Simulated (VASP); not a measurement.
# W in VASP: relaxation of the atoms with PBE

Aim: the relaxation of the atoms of W with PBE.

Program: VASP 6.6.1. These are calculated values, not measurements. Logs are shortened: lines on timing, memory, paths and dates and some standing lists are left out, and cuts for length are marked.

## Step 1: Starting point

The cell holds a slab with vacuum, 10 atoms: a = 3.184 Å, b = 3.184 Å, c = 29.328 Å, α = 90.00°, β = 90.00°, γ = 90.00°.

The cell was built by a generator and needn't be a form met in nature.

## Step 2: Relaxation of the atoms, PBE

The input, INCAR:

```
SYSTEM = W
ALGO = Normal ; EDIFF = 1E-6
EDIFFG = -0.01 ; ENCUT = 520
GGA = PE ; IBRION = 2
ISIF = 2 ; ISMEAR = 1
KPAR = 8 ; LASPH = .TRUE.
LCHARG = .FALSE. ; LREAL = .FALSE.
LWAVE = .FALSE. ; NELM = 80
NSW = 40 ; PREC = Accurate
SIGMA = 0.2
```

The input, KPOINTS:

```
k-points
0
G
  14 14 1
  0 0 0
```

The input, POSCAR:

```
W
1.0
    3.1840000000      0.0000000000      0.0000000000
    0.0000000000      3.1840000000      0.0000000000
    0.0000000000      0.0000000000     29.3280000000
W
10
Direct
    0.0000000000      0.5000000000      0.2557283142
    0.5000000000      0.0000000000      0.3100109111
    0.0000000000      0.5000000000      0.3642935079
    0.5000000000      0.0000000000      0.4185761047
    0.0000000000      0.5000000000      0.4728587016
    0.5000000000      0.0000000000      0.5271412984
    0.0000000000      0.5000000000      0.5814238953
    0.5000000000      0.0000000000      0.6357064921
    0.0000000000      0.5000000000      0.6899890889
    0.5000000000      0.0000000000      0.7442716858
```

Potentials or basis: VASP PAW PBE potentials, release 64 (W_sv).

On the command line:

```bash
> cat potpaw_PBE.64/W_sv/POTCAR > POTCAR
> mpirun -np 8 vasp_std > vasp.out
```

OUTCAR:

```text
SYSTEM = W
   EDIFF = 1E-6
   EDIFFG = -0.01
   ENCUT = 520
   GGA = PE
   IBRION = 2
   ISIF = 2
   ISMEAR = 1
   LASPH = .TRUE.
   LREAL = .FALSE.
   NELM = 80
   NSW = 40
   PREC = Accurate

 ion  position               nearest neighbor table
   1  0.000  0.500  0.256-   2 2.76   2 2.76   2 2.76   2 2.76   3 3.18
   2  0.500  0.000  0.310-   3 2.76   3 2.76   3 2.76   3 2.76   1 2.76   1 2.76   1 2.76   1 2.76
                             4 3.18
   3  0.000  0.500  0.364-   2 2.76   4 2.76   2 2.76   4 2.76   2 2.76   4 2.76   2 2.76   4 2.76
                             1 3.18   5 3.18
   4  0.500  0.000  0.419-   3 2.76   3 2.76   3 2.76   3 2.76   5 2.76   5 2.76   5 2.76   5 2.76
                             2 3.18   6 3.18
   5  0.000  0.500  0.473-   6 2.76   6 2.76   6 2.76   6 2.76   4 2.76   4 2.76   4 2.76   4 2.76
                             7 3.18   3 3.18
   6  0.500  0.000  0.527-   5 2.76   5 2.76   5 2.76   5 2.76   7 2.76   7 2.76   7 2.76   7 2.76
                             4 3.18   8 3.18
   7  0.000  0.500  0.581-   8 2.76   8 2.76   8 2.76   8 2.76   6 2.76   6 2.76   6 2.76   6 2.76
                             9 3.18   5 3.18
   8  0.500  0.000  0.636-   7 2.76   9 2.76   7 2.76   9 2.76   7 2.76   9 2.76   7 2.76   9 2.76
                             6 3.18  10 3.18
   9  0.000  0.500  0.690-   8 2.76   8 2.76   8 2.76   8 2.76  10 2.76  10 2.76  10 2.76  10 2.76
                             7 3.18
  10  0.500  0.000  0.744-   9 2.76   9 2.76   9 2.76   9 2.76   8 3.18

  LATTYP: Found a simple tetragonal cell.
 ALAT       =     3.1840000000
 C/A-ratio  =     9.2110552764

  Lattice vectors:

 A1 = (   3.1840000000,   0.0000000000,   0.0000000000)
 A2 = (   0.0000000000,   3.1840000000,   0.0000000000)
 A3 = (   0.0000000000,   0.0000000000,  29.3280000000)

Analysis of symmetry for initial positions (statically):
=====================================================================
 Subroutine PRICEL returns:
 Original cell was already a primitive cell.

 Routine SETGRP: Setting up the symmetry group for a
 simple tetragonal supercell.

 Subroutine GETGRP returns: Found 16 space group operations
 (whereof  8 operations were pure point group operations)
 out of a pool of 16 trial point group operations.

The static configuration has the point symmetry D_2d.
 The point group associated with its full space group is D_4h.

Analysis of symmetry for dynamics (positions and initial velocities):
=====================================================================
 Subroutine PRICEL returns:
 Original cell was already a primitive cell.

 Routine SETGRP: Setting up the symmetry group for a
 simple tetragonal supercell.

 Subroutine GETGRP returns: Found 16 space group operations
 (whereof  8 operations were pure point group operations)
 out of a pool of 16 trial point group operations.

The dynamic configuration has the point symmetry D_2d.
 The point group associated with its full space group is D_4h.

 Subroutine INISYM returns: Found 16 space group operations
 (whereof  8 operations are pure point group operations),
 and found     1 'primitive' translations

----------------------------------------------------------------------------------------

                                     Primitive cell

  volume of cell :     297.3230

  direct lattice vectors                    reciprocal lattice vectors
     3.184000000  0.000000000  0.000000000     0.314070352  0.000000000  0.000000000
     0.000000000  3.184000000  0.000000000     0.000000000  0.314070352  0.000000000
     0.000000000  0.000000000 29.328000000     0.000000000  0.000000000  0.034097109

  length of vectors
     3.184000000  3.184000000 29.328000000     0.314070352  0.314070352  0.034097109

  position of ions in fractional coordinates (direct lattice)
     0.000000000  0.500000000  0.255728314
     0.500000000  0.000000000  0.310010911
     0.000000000  0.500000000  0.364293508
     0.500000000  0.000000000  0.418576105
     0.000000000  0.500000000  0.472858702
     0.500000000  0.000000000  0.527141298
     0.000000000  0.500000000  0.581423895
     0.500000000  0.000000000  0.635706492
     0.000000000  0.500000000  0.689989089
     0.500000000  0.000000000  0.744271686
[... 37 lines left out ...]

 Found     36 irreducible k-points:

 Following reciprocal coordinates:
            Coordinates               Weight
  0.000000  0.000000  0.000000      1.000000
  0.071429  0.000000  0.000000      4.000000
  0.142857  0.000000  0.000000      4.000000
  0.214286  0.000000  0.000000      4.000000
  0.285714  0.000000  0.000000      4.000000
  0.357143  0.000000  0.000000      4.000000
[... 16 lines left out ...]
  0.285714  0.214286  0.000000      8.000000
  0.357143  0.214286  0.000000      8.000000
 [... further k-points ...]
   k-points           NKPTS =     36   k-points in BZ     NKDIM =     36   number of bands    NBANDS=     84
   number of dos      NEDOS =    301   number of ions     NIONS =     10
   total plane-waves  NPLWV = 129024
   dimension x,y,z NGX =    24 NGY =   24 NGZ =  224
   dimension x,y,z NGXF=    48 NGYF=   48 NGZF=  448
   ions per type =              10
   NGX,Y,Z   is equivalent  to a cutoff of  12.53, 12.53, 12.70 a.u.
   NGXF,Y,Z  is equivalent  to a cutoff of  25.06, 25.06, 25.39 a.u.
 SYSTEM =  W
   PREC   = accura    normal or accurate (medium, high low for compatibility)
   ISTART =      0    job   : 0-new  1-cont  2-samecut
   ICHARG =      2    charge: 1-file 2-atom 10-const
   ISPIN  =      1    spin polarized calculation?
   LNONCOLLINEAR =      F non collinear calculations
   LSORBIT =      F    spin-orbit coupling
   LASPH  =      T    aspherical Exc in radial PAW
   ENCUT  =  520.0 eV  38.22 Ry    6.18 a.u.   5.92  5.92 54.53*2*pi/ulx,y,z
   NELM   =     80;   NELMIN=  2; NELMDL= -5     # of ELM steps
   EDIFF  = 0.1E-05   stopping-criterion for ELM
   LREAL  =      F    real-space projection
   EDIFFG = -.1E-01   stopping-criterion for IOM
   NSW    =     40    number of steps for IOM
   IBRION =      2    ionic relax: 0-MD 1-quasi-New 2-CG
   NFREE  =      1    steps in history (QN), initial steepest desc. (CG)
   ISIF   =      2    stress and relaxation
   ISYM   =      2    0-nonsym 1-usesym 2-fastsym
   POTIM  = 0.5000    time-step for ionic-motion
   TEBEG  =    0.0;   TEEND  =   0.0 temperature during run
   PSTRESS=    0.0 pullay stress
   NELECT =     140.0000    total number of electrons
   NUPDOWN=      -1.0000    fix difference up-down
   EMIN   =  10.00;   EMAX   =-10.00  energy-range for DOS
   EFERMI =   0.00;   METHOD = LEGACY
   ISMEAR =     1;   SIGMA  =   0.20  broadening in eV -4-tet -1-fermi 0-gaus
   EFERMI_NEDOS =   21; number of points for ismear=-14 and -15
   IALGO  =     38    algorithm
   IMIX   =      4    mixing-type and parameters
     AMIX     =   0.40;   BMIX     =  1.00
     AMIX_MAG =   1.60;   BMIX_MAG =  1.00
  volume/ion in A,a.u.               =      29.73       200.64
  Fermi-wavevector in a.u.,A,eV,Ry     =   1.273624  2.406801 22.070265  1.622119
  Thomas-Fermi vector in A             =   2.406437
   LORBIT       =      0    0 simple, 1 ext, 2 COOP (PROOUT), +10 PAW based schemes
   GGA     = PE    functional components
   LHFCALC =     F    Hartree Fock is set to
   AEXX    =    0.0000 exact exchange contribution
   IVDW    =     0    specifies the selected vdW correction
   LEPSILON=     F    determine dielectric tensor
   LRPA    =     F    only Hartree local field effects (RPA)
 conjugate gradient relaxation of ions
 non-spin polarized calculation
 Methfessel and Paxton  Order N= 1 SIGMA  =   0.20
  energy-cutoff  :      520.00
  volume of cell :      297.32
 maximum number of plane-waves:      8088
 NGX is ok and might be reduce to    24
   NGX = 11   NGY = 11   NGZ =109

--------------------------------------- Ionic step        1  -------------------------------------------

 number of electron     139.9999976 magnetization

 Free energy of the ion-electron system (eV)
  ---------------------------------------------------
  ext. energy  EPLUGINS =         0.00000000
  ---------------------------------------------------
  free energy    TOTEN  =      -124.12257646 eV

  energy without entropy =     -124.11511094  energy(sigma->0) =     -124.12008795

------------------------ aborting loop because EDIFF is reached ----------------------------------------

  FORCE on cell =-STRESS in cart. coord.  units (eV):
  Direction    XX          YY          ZZ          XY          YZ          ZX
  --------------------------------------------------------------------------------------
  -------------------------------------------------------------------------------------
  Total       -8.4331724     -8.4331724     -6.2782265      0.0000000      0.0000000      0.0000000
  in kB      -45.4436278    -45.4436278    -33.8313241      0.0000000      0.0000000      0.0000000
  external PRESSURE =     -41.5728599 kB  Pullay stress =       0.0000000 kB
[... 113 lines left out ...]
  FREE ENERGIE OF THE ION-ELECTRON SYSTEM (eV)
  ---------------------------------------------------
  free  energy   TOTEN  =      -124.4252256683 eV

  energy  without entropy=     -124.4283728546  energy(sigma->0) =     -124.42627473

[... ionic steps 4 to 12 ...]

--------------------------------------- Ionic step       13  -------------------------------------------

 number of electron     139.9999976 magnetization

------------------------ aborting loop because EDIFF is reached ----------------------------------------
[... 83 lines left out ...]
--------------------------------------- Ionic step       15  -------------------------------------------

 number of electron     139.9999976 magnetization

 Free energy of the ion-electron system (eV)
  ---------------------------------------------------
  ext. energy  EPLUGINS =         0.00000000
  ---------------------------------------------------
  free energy    TOTEN  =      -124.46151111 eV

  energy without entropy =     -124.46533780  energy(sigma->0) =     -124.46278667

 E-fermi :   4.1910     XC(G=0):  -8.0962

 val. band max:        4.1740024502   @ k =   0.2143   0.0714   0.0000
 cond. band min:       4.1959402718   @ k =   0.1429   0.0714   0.0000
 fundamental gap:      0.0219378215
 Fermi energy:         4.1910460101

 k-point     1 :       0.0000    0.0000    0.0000
  band No.  band energies     occupation
      1     -69.9542      2.00000
      2     -69.8930      2.00000
      3     -69.8724      2.00000
      4     -69.8323      2.00000
      5     -69.7394      2.00000
      6     -69.7294      2.00000
[... 2029 lines left out ...]
     81       6.6261     -0.00000
     82       6.6838     -0.00000

 [... further k-points ...]

 [bands above 82 left out]

------------------------ aborting loop because EDIFF is reached ----------------------------------------

  FORCE on cell =-STRESS in cart. coord.  units (eV):
  Direction    XX          YY          ZZ          XY          YZ          ZX
  --------------------------------------------------------------------------------------
  -------------------------------------------------------------------------------------
  Total       -3.0114350     -3.0114350     -0.2092872      0.0000000     -0.0000000      0.0000000
  in kB      -16.2276453    -16.2276453     -1.1277807      0.0000000     -0.0000000      0.0000000
  external PRESSURE =     -11.1943571 kB  Pullay stress =       0.0000000 kB
[... 25 lines left out ...]
  FREE ENERGIE OF THE ION-ELECTRON SYSTEM (eV)
  ---------------------------------------------------
  free  energy   TOTEN  =      -124.4615111082 eV

  energy  without entropy=     -124.4653378048  energy(sigma->0) =     -124.46278667

 reached required accuracy - stopping structural energy minimisation
```

Wall time 47 min (8 MPI ranks of Intel Xeon Platinum 8175M at 2.50GHz (Skylake/Cascade Lake), shared host); peak memory 0.78 GiB.

What came out:

```
Free energy                  : -124.4615 eV
Energy gained by relaxing    : 33.9 meV/atom
Ionic steps                  : 15
Largest force after relaxing : 0.007 eV/Å
Band gap on the k mesh       : none (metal or under the smearing width)
```

Forces in eV/Å, atoms in the order of the input:
```
W    0.000  0.000  0.007
W    0.000  0.000  0.002
W    0.000  0.000 -0.004
W    0.000  0.000 -0.001
W    0.000  0.000 -0.003
W    0.000  0.000  0.003
W    0.000  0.000  0.001
W    0.000  0.000  0.004
W    0.000  0.000 -0.002
W    0.000  0.000 -0.007
```

Step by step:
```tsv
step	energy change (eV)	largest force (eV/Å)	pressure (GPa)
1	0.0000	1.7138	-4.16
2	-0.3018	0.3785	-2.59
3	-0.3026	0.3890	-2.49
4	-0.3253	0.1905	-2.11
5	-0.3261	0.1836	-2.03
6	-0.3302	0.0898	-1.92
7	-0.3304	0.1048	-1.90
8	-0.3328	0.0751	-1.78
9	-0.3360	0.0872	-1.50
10	-0.3331	0.2939	-0.94
11	-0.3365	0.1176	-1.36
12	-0.3381	0.0713	-1.26
13	-0.3387	0.0379	-1.17
14	-0.3388	0.0443	-1.15
15	-0.3389	0.0074	-1.12
```

Final structure:
```xyz
10
Lattice="3.1840 0.0000 0.0000 0.0000 3.1840 0.0000 0.0000 0.0000 29.3280" Properties=species:S:1:pos:R:3 pbc="T T T"
W     0.0000    1.5920    7.6561
W     1.5920    0.0000    9.0662
W     0.0000    1.5920   10.6962
W     1.5920    0.0000   12.2769
W     0.0000    1.5920   13.8738
W     1.5920    0.0000   15.4542
W     0.0000    1.5920   17.0511
W     1.5920    0.0000   18.6318
W     0.0000    1.5920   20.2618
W     1.5920    0.0000   21.6719
```

The run has no spin-orbit coupling, so splittings on W are missing.
